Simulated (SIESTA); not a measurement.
# AlNi under changes of volume

One of the cells (11.736 Å³/atom); the others are scaled copies at fixed shape and fractional positions:

```xyz
2
Lattice="1.9387 -1.9532 0.0000 1.9387 1.9532 0.0000 0.0000 0.0000 3.0994" Properties=species:S:1:pos:R:3 pbc="T T T"
Ni    1.9387    0.0000    1.5497
Al    0.0000    0.0000    0.0000
```

The cell comes from a database or a generator and needn't be the stable form of this composition.

| Item | Value |
| --- | --- |
| Program | SIESTA 5.4.2 |
| Functional | LDA |
| Potentials or basis | PseudoDojo 0.4 standard (LDA files) |
| Basis | DZP (energy shift 0.003 Ry; two zetas on semicore shells) |
| Grid cutoff | 800 Ry |
| Energy shift | 0.003 Ry |
| k mesh | 8 × 8 × 7 |
| Occupations | fermi-dirac, width 0.05 eV |
| Spin | collinear spin, ferromagnetic start |
| Starting moments | [1.0, 0.0] μB |

```tsv
volume (Å³/atom)	energy over the lowest point (meV/atom)	pressure (GPa)
11.032	4.41	5.2
11.267	0.00	1.0
11.502	1.49	-2.9
11.736	8.26	-6.2
11.971	19.80	-9.4
12.206	35.59	-12.1
12.441	?	?
```

Question: What does the run at 12.441 Å³/atom give?

Answer: Energy over the lowest point 55.16 meV/atom; pressure -14.5 GPa.

Worked out: A Birch-Murnaghan fit of order 3 (a polynomial in V^(-2/3)) to the other rows has its minimum at 11.32 Å³/atom with B0 = V·E''(V) = 189 GPa and B' = 4.3 at fixed shape and positions, which overstates the stiffness. It gives 55.20 meV/atom at 12.441 Å³/atom, against the run's 55.16, and -dE/dV = -14.6 GPa, against -14.5.

Energies are extrapolated to zero smearing.

Caveats: short orbitals over semicore shells can move pressures by several GPa; the basis of atomic orbitals isn't converged, which shifts pressures, moduli and gaps.
